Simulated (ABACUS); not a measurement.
V:

```xyz
1
Lattice="2.6229 0.0000 0.0000 -0.8743 2.4729 0.0000 -0.8743 -1.2365 2.1416" Properties=species:S:1:pos:R:3 pbc="T T T"
V     0.0000    0.0000    0.0000
```

| Item | Value |
| --- | --- |
| Program | ABACUS 3.10.1 |
| Task | relaxation of cell and atoms |
| Functional | r2SCAN |
| Potentials or basis | SG15 ONCV 1.2 PBE |
| Cutoff | 1320 eV |
| Density cutoff | 5279 eV |
| Basis | plane waves |
| k mesh | 8 × 8 × 8 |
| Occupations | fermi-dirac, width 0.05 eV |
| Spin | collinear spin, ferromagnetic start |
| Starting moments | [2.0] μB |

At the start: pressure -6.9 GPa; volume 13.89 Å³/atom.

Where does the relaxation end?

Over 3 steps the energy falls by 16.4 meV/atom and the volume is 13.16 Å³/atom (-5.3 %); space group Im-3m (No. 229, to 0.05 Å); moment 0.00 μB per cell.

Step by step:
```tsv
step	energy change (eV)	largest force (eV/Å)	pressure (GPa)	volume (Å³)
1	0.0000	0.0000	-6.87	13.89
2	-0.0068	0.0000	8.26	12.69
3	-0.0164	0.0000	0.00	13.16
```

Final structure:
```
V
1.0
     2.57618    0.00000    0.00000
    -0.85873    2.42885    0.00000
    -0.85873   -1.21442    2.10344
V
1
Direct
  0.00000 0.00000 0.00000
```

Caveat: the k mesh is coarse (spacing up to 0.37 Å⁻¹), so the values aren't converged; the potentials were made for another functional, which shifts forces and pressure.
